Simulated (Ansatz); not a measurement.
# Mo: the cost of one run

Program: Ansatz 0.2.0. Level of theory: DFT PBE, scalar-relativistic, plane waves, PAW. These are calculated values, not measurements.

The COD entry's cell or inner coordinates are ideal or old and differ from later refinements, so a difference from it is no clean test against experiment.

## Step 1: The system as given

The structure is cubic, space group Im-3m (No. 229). The conventional cell has a = 3.160 Å, b = 3.160 Å, c = 3.160 Å, α = 90.00°, β = 90.00°, γ = 90.00°. Mo (site symmetry m-3m) has 8 Mo at 2.74 Å as nearest neighbours.

Coordinates:

```cif
data_structure
_symmetry_space_group_name_H-M 'Im-3m'
_symmetry_Int_Tables_number 229
_cell_length_a 3.1604
_cell_length_b 3.1604
_cell_length_c 3.1604
_cell_angle_alpha 90.000
_cell_angle_beta 90.000
_cell_angle_gamma 90.000
_cell_volume 31.57
loop_
_atom_site_label
_atom_site_type_symbol
_atom_site_symmetry_multiplicity
_atom_site_Wyckoff_symbol
_atom_site_fract_x
_atom_site_fract_y
_atom_site_fract_z
_atom_site_occupancy
Mo1 Mo 2 a 0.00000 0.00000 0.00000 1
```

This cell was relaxed beforehand with the same method: volume 15.78 Å³/atom, gap on the mesh none (metal).

## Step 2: What is varied

The energy is mapped over two homogeneous strains (x along [1 0 0], y along [0 1 0], z along [0 0 1] of the conventional cell).

- strain +e along x and -e along y: 7 values from −15 to 15 %
- strain +e along z and -e/2 along x and y: 7 values from −11.0 to 11.0 %

Nothing else is relaxed (symmetry fixes all fractional coordinates). Energies count from the relaxed crystal. Points are written as (first, second).

## Step 3: Point (0 %, −11.0 %)

The input, input.yaml:

```yaml
crystal:
  lattice:
    - [-1.6671315038, 1.6671315038, 1.4063952971]
    - [1.6671315038, -1.6671315038, 1.4063952971]
    - [1.6671315038, 1.6671315038, -1.4063952971]
  atoms:
    - { symbol: Mo, position: [0.0, 0.0, 0.0] }
basis:
  ecutwfc: 420
kpoints:
  mp_grid: { grid: [20, 20, 20] }
hamiltonian:
  xc: pbe
scf:
  occupations: { method: gaussian, width: 0.15 }
output:
  forces: true
  stress: true
  eigenvalues: true
```

On the command line:

```
$ ansatz run input.yaml --threads 1 --pin off --max-ram 2048MiB --backend cpu --events-out ev --progress --plain --runs-dir out
```

**Question.** How long does this run take on 1 thread of AMD EPYC 7R43 (Zen 3), shared host, and how much memory does it need?

About 6.8 s, with a peak of 0.44 GiB.
